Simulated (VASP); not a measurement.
# Na (I4/mmm) in VASP: reference runs

Reference runs on Na: the cell as given and a disturbed copy.

Program: VASP 6.6.1. These are calculated values, not measurements. Logs are shortened: lines on timing, memory, paths and dates and some standing lists are left out, and cuts for length are marked.

### 1 Starting point

It takes space group I4/mmm (No. 139, tetragonal). The conventional cell has a = 3.777 Å, b = 3.777 Å, c = 5.275 Å, α = 90.00°, β = 90.00°, γ = 90.00°. Around Na (site symmetry 4/mmm) lie 12 Na at 3.75 to 3.78 Å.

This isn't the form of Na at room conditions, which is bcc.

### 2 Single point, PBE

Contents of INCAR:

```
PREC = Accurate
ENCUT = 520
EDIFF = 1E-7
ISMEAR = -1
SIGMA = 0.05
LREAL = False
LASPH = True
NELM = 100
ALGO = Normal
ISIF = 2
LWAVE = False
LCHARG = False
GGA = PE
NBANDS = 10
```

Contents of KPOINTS:

```
regular mesh
0
Gamma
  10 10 10
```

Contents of POSCAR:

```
Na
1.0
   -1.8882910800      1.8882910800      2.6372766800
    1.8882910800     -1.8882910800      2.6372766800
    1.8882910800      1.8882910800     -2.6372766800
Na
1
Direct
    0.0000000000      0.0000000000      0.0000000000
```

Potentials or basis: VASP PAW PBE potentials, release 64 (Na_pv).

Command:

```
cat potpaw_PBE.64/Na_pv/POTCAR > POTCAR
mpirun -np 1 vasp_std > vasp.out
```

OUTCAR:

```text
PREC = Accurate
   ENCUT = 520
   EDIFF = 1E-7
   ISMEAR = -1
   LREAL = False
   LASPH = True
   NELM = 100
   ISIF = 2
   GGA = PE

 ion  position               nearest neighbor table
   1  0.000  0.000  0.000-

  LATTYP: Found a body centered tetragonal cell.
 ALAT       =     3.7765821600
 C/A-ratio  =     1.3966473220

  Lattice vectors:

 A1 = (  -1.8882910800,   1.8882910800,   2.6372766800)
 A2 = (   1.8882910800,  -1.8882910800,   2.6372766800)
 A3 = (   1.8882910800,   1.8882910800,  -2.6372766800)

Analysis of symmetry for initial positions (statically):
=====================================================================
 Subroutine PRICEL returns:
 Original cell was already a primitive cell.

 Routine SETGRP: Setting up the symmetry group for a
 body centered tetragonal supercell.

 Subroutine GETGRP returns: Found 16 space group operations
 (whereof 16 operations were pure point group operations)
 out of a pool of 16 trial point group operations.

The static configuration has the point symmetry D_4h.

Analysis of symmetry for dynamics (positions and initial velocities):
=====================================================================
 Subroutine PRICEL returns:
 Original cell was already a primitive cell.

 Routine SETGRP: Setting up the symmetry group for a
 body centered tetragonal supercell.

 Subroutine GETGRP returns: Found 16 space group operations
 (whereof 16 operations were pure point group operations)
 out of a pool of 16 trial point group operations.

The dynamic configuration has the point symmetry D_4h.

 Subroutine INISYM returns: Found 16 space group operations
 (whereof 16 operations are pure point group operations),
 and found     1 'primitive' translations

----------------------------------------------------------------------------------------

                                     Primitive cell

  volume of cell :      37.6144

  direct lattice vectors                    reciprocal lattice vectors
    -1.888291080  1.888291080  2.637276680     0.000000000  0.264789685  0.189589512
     1.888291080 -1.888291080  2.637276680     0.264789685  0.000000000  0.189589512
     1.888291080  1.888291080 -2.637276680     0.264789685  0.264789685  0.000000000

  length of vectors
     3.753200593  3.753200593  3.753200593     0.325665105  0.325665105  0.374469164

  position of ions in fractional coordinates (direct lattice)
     0.000000000  0.000000000  0.000000000

  ion indices of the primitive-cell ions
   primitive index   ion index
                 1           1

----------------------------------------------------------------------------------------

 KPOINTS: regular mesh

Automatic generation of k-mesh.
 Grid dimensions read from file:
 generate k-points for:   10   10   10

 Generating k-lattice:

  Cartesian coordinates                     Fractional coordinates (reciprocal lattice)
     0.000000000  0.026478968  0.018958951     0.100000000  0.000000000 -0.000000000
     0.026478968  0.000000000  0.018958951     0.000000000  0.100000000 -0.000000000
     0.026478968  0.026478968  0.000000000     0.000000000  0.000000000  0.100000000

  Length of vectors
     0.032566510  0.032566510  0.037446916

  Shift w.r.t. Gamma in fractional coordinates (k-lattice)
     0.000000000  0.000000000  0.000000000

 Subroutine IBZKPT returns following result:
 ===========================================

 Found    102 irreducible k-points:

 Following reciprocal coordinates:
            Coordinates               Weight
  0.000000  0.000000  0.000000      1.000000
  0.100000 -0.000000  0.000000      8.000000
  0.200000 -0.000000  0.000000      8.000000
  0.300000 -0.000000  0.000000      8.000000
  0.400000 -0.000000  0.000000      8.000000
  0.500000 -0.000000  0.000000      4.000000
[... 42 lines left out ...]
 -0.100000  0.300000  0.100000      8.000000
  0.400000  0.400000  0.100000      4.000000
 [... further k-points ...]
   k-points           NKPTS =    102   k-points in BZ     NKDIM =    102   number of bands    NBANDS=     10
   number of dos      NEDOS =    301   number of ions     NIONS =      1
   total plane-waves  NPLWV =  21952
   dimension x,y,z NGX =    28 NGY =   28 NGZ =   28
   dimension x,y,z NGXF=    56 NGYF=   56 NGZF=   56
   ions per type =               1
   NGX,Y,Z   is equivalent  to a cutoff of  12.40, 12.40, 12.40 a.u.
   NGXF,Y,Z  is equivalent  to a cutoff of  24.80, 24.80, 24.80 a.u.
 SYSTEM =  unknown system
   PREC   = accura    normal or accurate (medium, high low for compatibility)
   ISTART =      0    job   : 0-new  1-cont  2-samecut
   ICHARG =      2    charge: 1-file 2-atom 10-const
   ISPIN  =      1    spin polarized calculation?
   LNONCOLLINEAR =      F non collinear calculations
   LSORBIT =      F    spin-orbit coupling
   LASPH  =      T    aspherical Exc in radial PAW
   ENCUT  =  520.0 eV  38.22 Ry    6.18 a.u.   6.98  6.98  6.98*2*pi/ulx,y,z
   NELM   =    100;   NELMIN=  2; NELMDL= -5     # of ELM steps
   EDIFF  = 0.1E-06   stopping-criterion for ELM
   LREAL  =      F    real-space projection
   EDIFFG = 0.1E-05   stopping-criterion for IOM
   NSW    =      0    number of steps for IOM
   IBRION =     -1    ionic relax: 0-MD 1-quasi-New 2-CG
   NFREE  =      0    steps in history (QN), initial steepest desc. (CG)
   ISIF   =      2    stress and relaxation
   ISYM   =      2    0-nonsym 1-usesym 2-fastsym
   POTIM  = 0.5000    time-step for ionic-motion
   TEBEG  =    0.0;   TEEND  =   0.0 temperature during run
   PSTRESS=    0.0 pullay stress
   NELECT =       7.0000    total number of electrons
   NUPDOWN=      -1.0000    fix difference up-down
   EMIN   =  10.00;   EMAX   =-10.00  energy-range for DOS
   EFERMI =   0.00;   METHOD = LEGACY
   ISMEAR =    -1;   SIGMA  =   0.05  broadening in eV -4-tet -1-fermi 0-gaus
   EFERMI_NEDOS =   21; number of points for ismear=-14 and -15
   IALGO  =     38    algorithm
   IMIX   =      4    mixing-type and parameters
     AMIX     =   0.40;   BMIX     =  1.00
     AMIX_MAG =   1.60;   BMIX_MAG =  1.00
  volume/ion in A,a.u.               =      37.61       253.83
  Fermi-wavevector in a.u.,A,eV,Ry     =   0.934666  1.766262 11.886050  0.873600
  Thomas-Fermi vector in A             =   2.061494
   LORBIT       =      0    0 simple, 1 ext, 2 COOP (PROOUT), +10 PAW based schemes
   GGA     = PE    functional components
   LHFCALC =     F    Hartree Fock is set to
   AEXX    =    0.0000 exact exchange contribution
   IVDW    =     0    specifies the selected vdW correction
   LEPSILON=     F    determine dielectric tensor
   LRPA    =     F    only Hartree local field effects (RPA)
 non-spin polarized calculation
  energy-cutoff  :      520.00
  volume of cell :       37.61
 maximum number of plane-waves:      1025
   NGX = 13   NGY = 13   NGZ = 13

 number of electron       6.9999993 magnetization

 Free energy of the ion-electron system (eV)
  ---------------------------------------------------
  ext. energy  EPLUGINS =         0.00000000
  ---------------------------------------------------
  free energy    TOTEN  =        -1.31363357 eV

  energy without entropy =       -1.30821076  energy(sigma->0) =       -1.31092217

 E-fermi :   0.2057     XC(G=0):  -6.4640

 val. band max:        0.1914060984   @ k =   0.4000   0.1000   0.0000
 cond. band min:       0.2264083870   @ k =  -0.3000  -0.4000   0.2000
 fundamental gap:      0.0350022886
 Fermi energy:         0.2057285788

 k-point     1 :       0.0000    0.0000    0.0000
  band No.  band energies     occupation
      1     -24.6215      2.00000
      2     -24.6214      2.00000
      3     -24.6214      2.00000
      4      -2.9612      2.00000
      5      11.2803      0.00000
      6      11.2803      0.00000
      7      11.3232      0.00000
      8      12.3825      0.00000
      9      12.8244      0.00000
     10      12.8251      0.00000

 k-point     2 :       0.1000   -0.0000    0.0000
  band No.  band energies     occupation
      1     -24.6246      2.00000
      2     -24.6219      2.00000
      3     -24.6218      2.00000
      4      -2.7964      2.00000
      5       9.2858      0.00000
      6      10.9630      0.00000
      7      11.0125      0.00000
      8      12.3105      0.00000
      9      13.3795      0.00000
     10      13.3982      0.00000

 k-point     3 :       0.2000   -0.0000    0.0000
  band No.  band energies     occupation
      1     -24.6329      2.00000
      2     -24.6231      2.00000
      3     -24.6230      2.00000
      4      -2.3052      2.00000
      5       6.8888      0.00000
      6      10.5353      0.00000
      7      10.6172      0.00000
      8      11.8206      0.00000
      9      13.3615      0.00000
     10      13.5983      0.00000

 k-point     4 :       0.3000   -0.0000    0.0000
  band No.  band energies     occupation
      1     -24.6432      2.00000
      2     -24.6246      2.00000
      3     -24.6243      2.00000
      4      -1.4964      2.00000
      5       4.6887      0.00000
      6      10.2845      0.00000
      7      10.3987      0.00000
      8      11.5037      0.00000
      9      12.3103      0.00000
     10      12.5389      0.00000
[... 430 lines left out ...]
 k-point    38 :       0.3000    0.2000    0.1000
  band No.  band energies     occupation
      1     -24.6471      2.00000
      2     -24.6378      2.00000
      3     -24.6289      2.00000
      4       1.0030      0.00000
      5       3.0393      0.00000
      6       5.1553      0.00000
      7       7.3293      0.00000
      8      11.4771      0.00000
      9      13.2519      0.00000
     10      15.4228      0.00000

 k-point    39 :       0.4000    0.2000    0.1000
  band No.  band energies     occupation
      1     -24.6482      2.00000
      2     -24.6369      2.00000
      3     -24.6300      2.00000
      4       1.4263      0.00000
      5       2.5455      0.00000
      6       5.4792      0.00000
      7       6.8880      0.00000
      8      10.8769      0.00000
      9      13.7956      0.00000
     10      14.8947      0.00000

 k-point    40 :       0.5000    0.2000    0.1000
  band No.  band energies     occupation
      1     -24.6472      2.00000
      2     -24.6339      2.00000
      3     -24.6298      2.00000
      4       0.1742      1.30500
      5       4.2249      0.00000
      6       5.9483      0.00000
      7       6.9426      0.00000
      8      10.4966      0.00000
      9      12.8896      0.00000
     10      14.5841      0.00000

 [... further k-points ...]

------------------------ aborting loop because EDIFF is reached ----------------------------------------

  FORCE on cell =-STRESS in cart. coord.  units (eV):
  Direction    XX          YY          ZZ          XY          YZ          ZX
  --------------------------------------------------------------------------------------
  -------------------------------------------------------------------------------------
  Total       -0.0237544     -0.0237544     -0.0342307      0.0000000      0.0000000      0.0000000
  in kB       -1.0118134     -1.0118134     -1.4580495      0.0000000      0.0000000      0.0000000
  external PRESSURE =      -1.1605587 kB  Pullay stress =       0.0000000 kB

 VOLUME and BASIS-vectors are now :
 -----------------------------------------------------------------------------
  energy-cutoff  :      520.00
  volume of cell :       37.61
      direct lattice vectors                 reciprocal lattice vectors
    -1.888291080  1.888291080  2.637276680     0.000000000  0.264789685  0.189589512
     1.888291080 -1.888291080  2.637276680     0.264789685  0.000000000  0.189589512
     1.888291080  1.888291080 -2.637276680     0.264789685  0.264789685  0.000000000

 POSITION                                       TOTAL-FORCE (eV/Angst)
 -----------------------------------------------------------------------------------
      0.00000      0.00000      0.00000         0.000000     -0.000000      0.000000
 -----------------------------------------------------------------------------------
    total drift:                               -0.000000     -0.000000     -0.000000

  FREE ENERGIE OF THE ION-ELECTRON SYSTEM (eV)
  ---------------------------------------------------
  free  energy   TOTEN  =        -1.3136335712 eV

  energy  without entropy=       -1.3082107605  energy(sigma->0) =       -1.31092217
```

Wall time 13 s (1 thread of Intel Xeon Platinum 8559C (Emerald Rapids), shared host); peak memory 0.16 GiB.

Results:

- Free energy: -1.3136 eV
- Pressure: -0.1 GPa
- Band gap on the k mesh: none (metal or under the smearing width)

### 3 Single point, PBE (cell strained at random at fixed volume)

Contents of INCAR:

```
SYSTEM = Na
ALGO = Normal
EDIFF = 1E-7
ENCUT = 520
GGA = PE
ISIF = 2
ISMEAR = -1
LASPH = .TRUE.
LCHARG = .FALSE.
LREAL = .FALSE.
LWAVE = .FALSE.
NBANDS = 10
NELM = 60
PREC = Accurate
SIGMA = 0.05
```

Contents of KPOINTS:

```
k-points
0
G
  10 10 10
  0 0 0
```

Contents of POSCAR:

```
Na
1.0
   -1.9082560000      1.9483660000      2.6226900000
    1.8556030000     -1.9253450000      2.5685080000
    1.8968950000      1.9139850000     -2.6062080000
Na
1
Direct
   -0.0019830000     -0.0049790000     -0.0170240000
```

Potentials or basis: VASP PAW PBE potentials, release 64 (Na_pv).

Command:

```
cat potpaw_PBE.64/Na_pv/POTCAR > POTCAR
mpirun -np 1 vasp_std > vasp.out
```

Wall time 61 s (1 thread of Intel Xeon Platinum 8559C (Emerald Rapids), shared host); peak memory 0.26 GiB.

Results (log left out):

```yaml
Free_energy: -1.3131 eV
Pressure: -0.1 GPa
Band_gap_on_the_k_mesh: none (metal or under the smearing width)
```

Stress tensor (GPa, compression positive):
```
 0.05  0.02  0.07
 0.02 -0.27 -0.06
 0.07 -0.06 -0.13
```

Levels at points of the mesh, in eV from the Fermi level:
```
           k point  band 2  band 3  band 4  band 5  band 6  band 7
(0.00, 0.00, 0.00)  -24.84  -24.84   -3.18   10.74   11.05   11.45
(0.50, 0.00, 0.00)  -24.85  -24.85    0.53    0.90   10.11   10.44
(0.00, 0.50, 0.00)  -24.85  -24.85    0.75    1.19    9.59   10.19
(0.50, 0.50, 0.00)  -24.86  -24.85    1.67    2.22    6.43    7.22
(0.00, 0.00, 0.50)  -24.86  -24.85    1.73    2.27    6.37    7.02
(0.50, 0.00, 0.50)  -24.85  -24.85    0.62    1.01    9.70   10.50
(0.00, 0.50, 0.50)  -24.85  -24.85    0.59    0.97   10.01   10.36
(0.50, 0.50, 0.50)  -24.86  -24.86    2.07    2.60    6.06    6.58
```
